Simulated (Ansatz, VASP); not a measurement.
La: VASP beside Ansatz

Contents of INCAR:

```
PREC = Accurate ; ENCUT = 520
EDIFF = 1E-6 ; ISMEAR = -1
SIGMA = 0.1 ; LREAL = F
LASPH = T ; NELM = 60
ALGO = Normal ; ISIF = 2
LWAVE = F ; LCHARG = F
GGA = PS ; NBANDS = 12
```

KPOINTS

```
regular mesh
0
Gamma
  12 12 12
```

File POSCAR:

```
La
1.0
   -2.0300459415      2.0300459415      2.0300459415
    2.0300459415     -2.0300459415      2.0300459415
    2.0300459415      2.0300459415     -2.0300459415
La
1
Direct
    0.0000000000      0.0000000000      0.0000000000
```

Input for Ansatz:

```yaml
crystal:
  lattice:
    - [-2.0300459415, 2.0300459415, 2.0300459415]
    - [2.0300459415, -2.0300459415, 2.0300459415]
    - [2.0300459415, 2.0300459415, -2.0300459415]
  atoms:
    - { symbol: La, position: [0.0, 0.0, 0.0] }
hamiltonian:
  xc: pbesol
  pseudopotentials:
    kind: paw
    azcp:
      La: "pseudopotentials/La.paw.azcp"
basis:
  ecutwfc: 420
  fft_grid_basis: typed
kpoints:
  mp_grid: { grid: [12, 12, 12], shift: [0, 0, 0] }
magnetization:
  spin_polarized: false
scf:
  occupations: { method: fermi_dirac, width: 0.1 }
  lower_state_search: "off"
output:
  stress: true
```

Alike in both runs: task single point; functional PBEsol; k mesh 12 × 12 × 12; occupations fermi-dirac, width 0.1 eV; no spin polarisation.

|  | VASP | Ansatz |
| --- | --- | --- |
| version | VASP 6.6.1 | Ansatz 0.2.0 |
| potentials or method | VASP PAW PBE potentials, release 64 (La) | plane waves (420 eV) with PAW, scalar-relativistic |
| plane-wave cutoff (eV) | 520 | 420 |
| valence electrons in the cell | 11 | 11 |

|  | VASP | Ansatz | Ansatz less VASP |
| --- | --- | --- | --- |
| pressure (GPa) | 1.4 | 1.3 | -0.05 |

Ansatz warned: «pseudo_functional_mismatch».

Caveats: the PAW data sets were made with another functional, which shifts forces and pressure a little (VASP). Spin-orbit coupling is left out, which matters for the levels of La.
